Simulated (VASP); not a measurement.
# InP (F-43m) in VASP: a series of runs, part 2 of 3

VASP 6.6.1.

### 3 Single point, LDA

This run uses another cell than the first one, of 20.56 Å³/atom, 1.060 times its volume.

Contents of INCAR:

```
PREC = Accurate ; ENCUT = 520
EDIFF = 1E-6 ; ISMEAR = -1
SIGMA = 0.05 ; LREAL = F
LASPH = T ; NELM = 100
ALGO = Normal ; ISIF = 2
LWAVE = F ; LCHARG = T
LELF = T ; LVHAR = T
NBANDS = 16
```

Contents of KPOINTS:

```
regular mesh
0
Gamma
  8 8 8
```

Contents of POSCAR:

```
InP
1.0
    0.0000000000      2.7395403427      2.7395403427
    2.7395403427      0.0000000000      2.7395403427
    2.7395403427      2.7395403427      0.0000000000
In P
1 1
Direct
    0.0000000000      0.0000000000      0.0000000000
    0.7500000000      0.7500000000      0.7500000000
```

Potentials or basis: VASP PAW LDA potentials, release 64 (In_d, P).

Run with:

```console
$ cat potpaw_LDA.64/In_d/POTCAR potpaw_LDA.64/P/POTCAR > POTCAR
$ mpirun -np 1 vasp_std > vasp.out
```

OUTCAR:

```text
PREC = Accurate
   ENCUT = 520
   EDIFF = 1E-6
   ISMEAR = -1
   LREAL = F
   LASPH = T
   NELM = 100
   ISIF = 2

 ion  position               nearest neighbor table
   1  0.000  0.000  0.000-   2 2.37   2 2.37   2 2.37   2 2.37
   2  0.750  0.750  0.750-   1 2.37   1 2.37   1 2.37   1 2.37

  LATTYP: Found a face centered cubic cell.
 ALAT       =     5.4790806854

  Lattice vectors:

 A1 = (   0.0000000000,   2.7395403427,   2.7395403427)
 A2 = (   2.7395403427,   0.0000000000,   2.7395403427)
 A3 = (   2.7395403427,   2.7395403427,   0.0000000000)

Analysis of symmetry for initial positions (statically):
=====================================================================
 Subroutine PRICEL returns:
 Original cell was already a primitive cell.

 Routine SETGRP: Setting up the symmetry group for a
 face centered cubic supercell.

 Subroutine GETGRP returns: Found 24 space group operations
 (whereof 24 operations were pure point group operations)
 out of a pool of 48 trial point group operations.

The static configuration has the point symmetry T_d .

Analysis of symmetry for dynamics (positions and initial velocities):
=====================================================================
 Subroutine PRICEL returns:
 Original cell was already a primitive cell.

 Routine SETGRP: Setting up the symmetry group for a
 face centered cubic supercell.

 Subroutine GETGRP returns: Found 24 space group operations
 (whereof 24 operations were pure point group operations)
 out of a pool of 48 trial point group operations.

The dynamic configuration has the point symmetry T_d .

 Subroutine INISYM returns: Found 24 space group operations
 (whereof 24 operations are pure point group operations),
 and found     1 'primitive' translations

----------------------------------------------------------------------------------------

                                     Primitive cell

  volume of cell :      41.1209

  direct lattice vectors                    reciprocal lattice vectors
     0.000000000  2.739540343  2.739540343    -0.182512370  0.182512370  0.182512370
     2.739540343  0.000000000  2.739540343     0.182512370 -0.182512370  0.182512370
     2.739540343  2.739540343  0.000000000     0.182512370  0.182512370 -0.182512370

  length of vectors
     3.874295107  3.874295107  3.874295107     0.316120697  0.316120697  0.316120697

  position of ions in fractional coordinates (direct lattice)
     0.000000000  0.000000000  0.000000000
     0.750000000  0.750000000  0.750000000

  ion indices of the primitive-cell ions
   primitive index   ion index
                 1           1
                 2           2

----------------------------------------------------------------------------------------

 KPOINTS: regular mesh

Automatic generation of k-mesh.
 Grid dimensions read from file:
 generate k-points for:    8    8    8

 Generating k-lattice:

  Cartesian coordinates                     Fractional coordinates (reciprocal lattice)
    -0.022814046  0.022814046  0.022814046     0.125000000  0.000000000  0.000000000
     0.022814046 -0.022814046  0.022814046     0.000000000  0.125000000  0.000000000
     0.022814046  0.022814046 -0.022814046     0.000000000  0.000000000  0.125000000

  Length of vectors
     0.039515087  0.039515087  0.039515087

  Shift w.r.t. Gamma in fractional coordinates (k-lattice)
     0.000000000  0.000000000  0.000000000

 Subroutine IBZKPT returns following result:
 ===========================================

 Found     29 irreducible k-points:

 Following reciprocal coordinates:
            Coordinates               Weight
  0.000000  0.000000  0.000000      1.000000
  0.125000  0.000000  0.000000      8.000000
  0.250000  0.000000  0.000000      8.000000
  0.375000  0.000000  0.000000      8.000000
  0.500000  0.000000  0.000000      4.000000
  0.125000  0.125000  0.000000      6.000000
[... 16 lines left out ...]
  0.500000  0.250000  0.125000     48.000000
 -0.375000  0.250000  0.125000     24.000000
 [... further k-points ...]
   k-points           NKPTS =     29   k-points in BZ     NKDIM =     29   number of bands    NBANDS=     16
   number of dos      NEDOS =    301   number of ions     NIONS =      2
   total plane-waves  NPLWV =  27000
   dimension x,y,z NGX =    30 NGY =   30 NGZ =   30
   dimension x,y,z NGXF=    60 NGYF=   60 NGZF=   60
   ions per type =               1   1
   NGX,Y,Z   is equivalent  to a cutoff of  12.87, 12.87, 12.87 a.u.
   NGXF,Y,Z  is equivalent  to a cutoff of  25.75, 25.75, 25.75 a.u.
 SYSTEM =  unknown system
   PREC   = accura    normal or accurate (medium, high low for compatibility)
   ISTART =      0    job   : 0-new  1-cont  2-samecut
   ICHARG =      2    charge: 1-file 2-atom 10-const
   ISPIN  =      1    spin polarized calculation?
   LNONCOLLINEAR =      F non collinear calculations
   LSORBIT =      F    spin-orbit coupling
   LASPH  =      T    aspherical Exc in radial PAW
   ENCUT  =  520.0 eV  38.22 Ry    6.18 a.u.   7.20  7.20  7.20*2*pi/ulx,y,z
   NELM   =    100;   NELMIN=  2; NELMDL= -5     # of ELM steps
   EDIFF  = 0.1E-05   stopping-criterion for ELM
   LREAL  =      F    real-space projection
   EDIFFG = 0.1E-04   stopping-criterion for IOM
   NSW    =      0    number of steps for IOM
   IBRION =     -1    ionic relax: 0-MD 1-quasi-New 2-CG
   NFREE  =      0    steps in history (QN), initial steepest desc. (CG)
   ISIF   =      2    stress and relaxation
   ISYM   =      2    0-nonsym 1-usesym 2-fastsym
   POTIM  = 0.5000    time-step for ionic-motion
   TEBEG  =    0.0;   TEEND  =   0.0 temperature during run
   PSTRESS=    0.0 pullay stress
   NELECT =      18.0000    total number of electrons
   NUPDOWN=      -1.0000    fix difference up-down
   EMIN   =  10.00;   EMAX   =-10.00  energy-range for DOS
   EFERMI =   0.00;   METHOD = LEGACY
   ISMEAR =    -1;   SIGMA  =   0.05  broadening in eV -4-tet -1-fermi 0-gaus
   EFERMI_NEDOS =   21; number of points for ismear=-14 and -15
   IALGO  =     38    algorithm
   IMIX   =      4    mixing-type and parameters
     AMIX     =   0.40;   BMIX     =  1.00
     AMIX_MAG =   1.60;   BMIX_MAG =  1.00
  volume/ion in A,a.u.               =      20.56       138.75
  Fermi-wavevector in a.u.,A,eV,Ry     =   1.243020  2.348966 21.022330  1.545098
  Thomas-Fermi vector in A             =   2.377349
   LORBIT       =      0    0 simple, 1 ext, 2 COOP (PROOUT), +10 PAW based schemes
   GGA     = CA    functional components
   LHFCALC =     F    Hartree Fock is set to
   AEXX    =    0.0000 exact exchange contribution
   IVDW    =     0    specifies the selected vdW correction
   LEPSILON=     F    determine dielectric tensor
   LRPA    =     F    only Hartree local field effects (RPA)
 non-spin polarized calculation
  energy-cutoff  :      520.00
  volume of cell :       41.12
 maximum number of plane-waves:      1124
 NGX is ok and might be reduce to    30
   NGX = 15   NGY = 15   NGZ = 15

 number of electron      18.0000002 magnetization

 Free energy of the ion-electron system (eV)
  ---------------------------------------------------
  ext. energy  EPLUGINS =         0.00000000
  ---------------------------------------------------
  free energy    TOTEN  =        -9.22773040 eV

  energy without entropy =       -9.22773030  energy(sigma->0) =       -9.22773035

 E-fermi :   8.1364     XC(G=0): -10.5121

 val. band max:        7.5373719845   @ k =   0.0000   0.0000   0.0000
 cond. band min:       8.7370021818   @ k =   0.5000   0.5000   0.0000
 fundamental gap:      1.1996301973
 Fermi energy:         8.1364119840

 k-point     1 :       0.0000    0.0000    0.0000
  band No.  band energies     occupation
      1      -7.2848      2.00000
      2      -7.2848      2.00000
      3      -7.2848      2.00000
      4      -6.9980      2.00000
      5      -6.9980      2.00000
      6      -5.6170      2.00000
[... 8 lines left out ...]
     15      17.2782      0.00000
     16      17.2782      0.00000
[... 419 lines left out ...]
 k-point    24 :      -0.3750    0.2500    0.1250
  band No.  band energies     occupation
      1      -7.5474      2.00000
      2      -7.1939      2.00000
      3      -7.1529      2.00000
      4      -7.0143      2.00000
      5      -6.9734      2.00000
      6      -2.6364      2.00000
[... 8 lines left out ...]
     15      18.5373      0.00000
     16      19.5850      0.00000

 [... further k-points ...]

------------------------ aborting loop because EDIFF is reached ----------------------------------------

  FORCE on cell =-STRESS in cart. coord.  units (eV):
  Direction    XX          YY          ZZ          XY          YZ          ZX
  --------------------------------------------------------------------------------------
  -------------------------------------------------------------------------------------
  Total        5.1380986      5.1380986      5.1380986      0.0000000      0.0000000     -0.0000000
  in kB      200.1934759    200.1934759    200.1934759      0.0000000      0.0000000     -0.0000000
  external PRESSURE =     200.1934759 kB  Pullay stress =       0.0000000 kB

 VOLUME and BASIS-vectors are now :
 -----------------------------------------------------------------------------
  energy-cutoff  :      520.00
  volume of cell :       41.12
      direct lattice vectors                 reciprocal lattice vectors
     0.000000000  2.739540343  2.739540343    -0.182512370  0.182512370  0.182512370
     2.739540343  0.000000000  2.739540343     0.182512370 -0.182512370  0.182512370
     2.739540343  2.739540343  0.000000000     0.182512370  0.182512370 -0.182512370

 POSITION                                       TOTAL-FORCE (eV/Angst)
 -----------------------------------------------------------------------------------
      0.00000      0.00000      0.00000         0.000000      0.000000      0.000000
      4.10931      4.10931      4.10931        -0.000000     -0.000000     -0.000000
 -----------------------------------------------------------------------------------
    total drift:                                0.000000      0.000000      0.000000

  FREE ENERGIE OF THE ION-ELECTRON SYSTEM (eV)
  ---------------------------------------------------
  free  energy   TOTEN  =        -9.2277303978 eV

  energy  without entropy=       -9.2277302983  energy(sigma->0) =       -9.22773035
```

OSZICAR:

```text
N       E                     dE             d eps       ncg     rms          rms(c)
DAV:   1     0.113486856888E+03    0.11349E+03   -0.85504E+03   936   0.135E+03
DAV:   2    -0.212271626525E+01   -0.11561E+03   -0.11007E+03  1056   0.315E+02
DAV:   3    -0.961499514630E+01   -0.74923E+01   -0.74599E+01  1200   0.779E+01
DAV:   4    -0.979558828591E+01   -0.18059E+00   -0.18054E+00  1168   0.124E+01
DAV:   5    -0.980539407132E+01   -0.98058E-02   -0.98057E-02  1424   0.263E+00    0.818E+00
DAV:   6    -0.930578282619E+01    0.49961E+00   -0.63989E-01  1440   0.160E+01    0.477E+00
DAV:   7    -0.923358878520E+01    0.72194E-01   -0.22297E-01  1368   0.470E+00    0.137E+00
DAV:   8    -0.922817231054E+01    0.54165E-02   -0.24109E-02  1176   0.187E+00    0.770E-01
DAV:   9    -0.922776981122E+01    0.40250E-03   -0.14780E-03  1264   0.319E-01    0.408E-01
DAV:  10    -0.922775341272E+01    0.16398E-04   -0.29564E-04  1392   0.390E-01    0.141E-01
DAV:  11    -0.922773318440E+01    0.20228E-04   -0.10380E-04  1456   0.181E-01    0.598E-02
DAV:  12    -0.922773038236E+01    0.28020E-05   -0.85750E-06  1128   0.229E-02    0.198E-02
DAV:  13    -0.922773039776E+01   -0.15402E-07   -0.82502E-07   680   0.596E-03
   1 F= -.92277304E+01 E0= -.92277303E+01  d E =-.994779E-07
```

Run time: 21 s. Hardware: 1 thread of Intel Xeon Platinum 8488C (Sapphire Rapids), shared host; peak memory 0.15 GiB.

Results:

```
Free energy            : -9.2277 eV
Pressure               : 20.0 GPa
Band gap on the k mesh : 1.20 eV, indirect (least direct gap 1.56 eV)
```

Caveat: spin-orbit coupling is left out, which moves the levels of the heavy elements.

[end of part 2 of 3]
